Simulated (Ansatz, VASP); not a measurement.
# One calculation of ZnS, two programs

Contents of INCAR:

```
SYSTEM = ZnS
  PREC = Accurate
  ENCUT = 520
  EDIFF = 1E-7
  ISMEAR = 0
  SIGMA = 0.05
  LREAL = .FALSE.
  LASPH = .TRUE.
  NELM = 100
  ALGO = Normal
  ISIF = 2
  LWAVE = .FALSE.
  LCHARG = .TRUE.
  GGA = PS
  LELF = .TRUE.
  LVHAR = .TRUE.
  NBANDS = 16
```

File KPOINTS:

```
Automatic mesh
0
G
  10 10 10
  0 0 0
```

The input POSCAR:

```
ZnS
1.0
    0.0000000000      2.7046500000      2.7046500000
    2.7046500000      0.0000000000      2.7046500000
    2.7046500000      2.7046500000      0.0000000000
Zn S
1 1
Direct
    0.0554600410     -0.0554600410     -0.0554600410
    0.7500000000      0.7500000000      0.7500000000
```

Input for Ansatz:

```yaml
crystal:
  lattice:
    - [0.0, 2.70465, 2.70465]
    - [2.70465, 0.0, 2.70465]
    - [2.70465, 2.70465, 0.0]
  atoms:
    - { symbol: Zn, position: [0.055460041, -0.055460041, -0.055460041] }
    - { symbol: S, position: [0.75, 0.75, 0.75] }
basis:
  ecutwfc: 420
kpoints:
  mp_grid: { grid: [10, 10, 10] }
hamiltonian:
  xc: pbesol
scf:
  occupations: { method: gaussian, width: 0.05 }
output:
  forces: true
  stress: true
  eigenvalues: true
```

Alike in both runs: task single point; functional PBEsol; k mesh 10 × 10 × 10; occupations gaussian, width 0.05 eV; no spin polarisation.

|  | VASP | Ansatz |
| --- | --- | --- |
| version | VASP 6.6.1 | Ansatz 0.2.0 |
| potentials or method | VASP PAW PBE potentials, release 64 (Zn, S) | scalar-relativistic, plane waves, PAW |
| plane-wave cutoff (eV) | 520 | 420 |
| valence electrons in the cell | 18 | 18 |

Ansatz gave:

```
gap on the k mesh at the Fermi level (eV)       : 1.92
least direct gap on the mesh (eV)               : 1.92
pressure (GPa)                                  : 0.7
largest component of the traceless stress (GPa) : 6.49
rms of the force components (eV/Å)              : 0.907
```

Question: Which values does VASP return?

Answer: gap on the k mesh at the Fermi level (eV): 1.93; least direct gap on the mesh (eV): 1.93; pressure (GPa): 0.9; largest component of the traceless stress (GPa): 6.56; rms of the force components (eV/Å): 0.912.

Atom by atom the forces differ by 0.005 eV/Å (rms over components).

Caveats: the PAW data sets were made with another functional, which shifts forces and pressure a little (VASP).
